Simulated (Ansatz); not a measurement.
Input and command of a calculation in Ansatz (plane waves; scalar-relativistic PAW potentials unless the input names others):

```yaml
crystal:
  lattice:
    - [3.0941201807, 0.0, 0.0]
    - [-1.5470600903, 2.6795866789, 0.0]
    - [0.0, 0.0, 10.1293391985]
  atoms:
    - { symbol: Si, position: [0.6666666667, 0.3333333333, 0.9378441878] }
    - { symbol: Si, position: [0.3333333333, 0.6666666667, 0.4378441878] }
    - { symbol: Si, position: [-0.1163497146, -0.1163497146, 0.6878995565] }
    - { symbol: Si, position: [0.0, 0.0, 0.1878995565] }
    - { symbol: C, position: [0.6666666667, 0.3333333333, 0.7498074459] }
    - { symbol: C, position: [0.3333333333, 0.6666666667, 0.2498074459] }
    - { symbol: C, position: [0.0, 0.0, 0.5004478098] }
    - { symbol: C, position: [0.0, 0.0, 0.0004478098] }
basis:
  ecutwfc: 420
kpoints:
  mp_grid: { grid: [12, 12, 4] }
hamiltonian:
  xc: rpbe
scf:
  occupations: { method: methfessel_paxton, width: 0.2 }
output:
  forces: true
  eigenvalues: true
  stress: true
```

```bash
ansatz run input.yaml --threads 2 --pin off --max-ram 5120MiB --backend cpu --events-out ev --progress --plain --runs-dir out
```

Abridged log:
```
Basis set: ecut = 420 eV, 1629 PW (Γ), exchange–correlation on 48×48×144 points (8 copies of the dense FFT grid, shifted against one another)
Bands: 24, of which v1, the nominal top of the filled ones, is band 16 counted from 1 (15 counted from 0)
Symmetry: 1 space group operations
k-points: 292 of 576 (time reversal used)
SCF iter   1: F=—  HF=-3564.594562 eV  |F-HF|=—  |Δ(HF+E_count)|=         —  Δρ=4.01e-3  dr2=1.27e-2  ethr=1.77e-3  ⟨swp⟩=5.9  Hψ=38948  notcnv=0
SCF iter   2: F=—  HF=-3564.593125 eV  |F-HF|=—  |Δ(HF+E_count)|=   1.44e-3  S|Δr|=    0.00e0  Δρ=1.57e-3  dr2=1.51e-3  ethr=3.98e-5  ⟨swp⟩=2.6  Hψ=13116  notcnv=0
SCF iter   3: F=—  HF=-3564.593173 eV  |F-HF|=—  |Δ(HF+E_count)|=   4.79e-5  S|Δr|=    0.00e0  Δρ=4.16e-4  dr2=1.53e-4  ethr=4.72e-6  ⟨swp⟩=2.3  Hψ=9924  notcnv=0
automatic band count: iteration 3 solves 23 bands in place of 24: the levels show a gap, and the empty bands left out lie too high to hold charge; the band table lists the bands solved (type scf.n_extra_bands for more)
SCF iter   4: F=—  HF=-3564.593184 eV  |F-HF|=—  |Δ(HF+E_count)|=   1.11e-5  S|Δr|=    0.00e0  Δρ=1.28e-4  dr2=1.68e-5  ethr=4.78e-7  ⟨swp⟩=2.0  Hψ=9495  notcnv=0
SCF iter   5: F=—  HF=-3564.593061 eV  |F-HF|=—  |Δ(HF+E_count)|=   1.23e-4  S|Δr|=    0.00e0  Δρ=4.75e-5  dr2=8.99e-7  ethr=5.25e-8  ⟨swp⟩=2.0  Hψ=9387  notcnv=0
SCF iter   6: F=-3564.593063 eV  HF=-3564.593063 eV  |F-HF|=8.29e-8  |Δ(HF+E_count)|=   1.52e-6  S|Δr|=    0.00e0  Δρ=1.05e-5  dr2=4.76e-8  ethr=3.13e-10  ⟨swp⟩=9.9  Hψ=34515  notcnv=0
SCF 1 converged in 6 iterations: F = -3564.593063 eV  dr2 = 4.76e-8
SCF converged after 6 iterations
Stability not checked: this state was not tested for a lower state beside it, because cold or Methfessel-Paxton smearing, or corrected tetrahedra, fill the levels in a way that the test cannot read (fill_not_monotonic; see scf.lower_state_search)
Free energy (F): -3564.593063 eV
Harris-Foulkes:  -3564.593063 eV  (|F-HF|=8.29e-8)
Internal energy: -3564.593063 eV  (E = F + TS)
E sigma→0 (E₀):  -3564.593063 eV
Entropy (-TS):   0.000000 eV (0.000 meV/atom)
Fermi energy:    10.816847 eV
Step filling:    the computed levels leave a gap of 1.2289 eV = 6.1 smearing widths at the electron count; against every level under it full and every level over it empty, smearing changes F+E_penalty+E_count by +2.30e-5 meV and its σ→0 estimate by -9.32e-5 meV
--- Forces (eV/Å), atoms counted from 1 ---
  atom   1  Si    -0.05514445    -0.07335830    -0.09952876
  atom   2  Si    -0.10586129    -0.06296437    -0.05596274
  atom   3  Si     0.68070218     8.50154990    -2.45104273
  atom   4  Si    -0.01509290    -0.01414731     0.00998649
  atom   5  C     -0.13515939    -7.62149610     2.35169597
  atom   6  C     -0.03167303    -0.06515567    -0.01118531
  atom   7  C     -0.32806645    -0.66712324     0.27883028
  atom   8  C     -0.00969400     0.00279653    -0.02281767
--- Stress (GPa, compression-positive) ---
        2.260007      -1.817892       1.415723
       -1.817890      15.111047      -6.108881
        1.415725      -6.108889       4.707138
  P = ⅓ Tr σ = 7.3594 GPa (73.594 kbar)
```

Apart from outputs and empty bands, the input differs from a reference run on usual settings in hamiltonian.xc: "pbe" → "rpbe"; scf.occupations.method: "gaussian" → "methfessel_paxton"; scf.occupations.width: 0.05 → 0.2. The reference, at the same geometry (not necessarily relaxed), gave pressure 4.16 GPa, largest force 8.773 eV/Å, gap on the mesh 1.21 eV. This run converged in 6 SCF iterations (reference: 6) with a total energy on another zero, pressure 7.36 GPa, largest force 8.874 eV/Å, gap on the mesh 1.23 eV. Its smearing width is looser than usual. The Hamiltonian differs as well, so the change in the result can't be put down to that alone.

It took 11 s on 2 threads of Intel(R) Xeon(R) 6975P-C (Granite Rapids), with other jobs on the host, peak memory 0.76 GiB.